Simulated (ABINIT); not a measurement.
Pb:

```
Pb
1.0
     3.48000    0.00000    0.00000
    -1.74000    3.01377    0.00000
     0.00000    0.00000    5.59000
Pb
2
Direct
  0.66667 0.33333 0.75000
  0.33333 0.66667 0.25000
```

This isn't the form of Pb at room conditions, which is fcc.

* Program: ABINIT 10.8.3 (patched build)
* Task: relaxation of cell and atoms
* Functional: AM05
* Potentials or basis: JTH PAW PBE v2.0
* Cutoff: 707 eV
* k mesh: 7 × 7 × 4
* Occupations: fermi-dirac, width 0.05 eV
* Spin: no spin polarisation

At the start: pressure 1.1 GPa; volume 29.31 Å³/atom.

Task: How do energy, volume and symmetry change on relaxing?

Result: Over 3 steps the energy falls by 2.8 meV/atom and the volume is 29.95 Å³/atom (+2.2 %); space group P6_3/mmc (No. 194, to 0.05 Å).

The path:
```tsv
step	energy change (eV)	largest force (eV/Å)	pressure (GPa)	volume (Å³)
1	0.0000	0.0000	1.11	58.63
2	-0.0015	0.0000	0.93	58.83
3	-0.0056	0.0000	0.04	59.90
```

Final structure:
```cif
data_structure
_symmetry_space_group_name_H-M 'P 1'
_symmetry_Int_Tables_number 1
_cell_length_a 3.5150
_cell_length_b 3.5150
_cell_length_c 5.5985
_cell_angle_alpha 90.000
_cell_angle_beta 90.000
_cell_angle_gamma 120.000
_cell_volume 59.90
loop_
_atom_site_label
_atom_site_type_symbol
_atom_site_fract_x
_atom_site_fract_y
_atom_site_fract_z
_atom_site_occupancy
Pb1 Pb 0.66667 0.33333 0.75000 1
Pb2 Pb 0.33333 0.66667 0.25000 1
```

Caveat: the PAW data sets were made with another functional, which shifts forces and pressure a little.
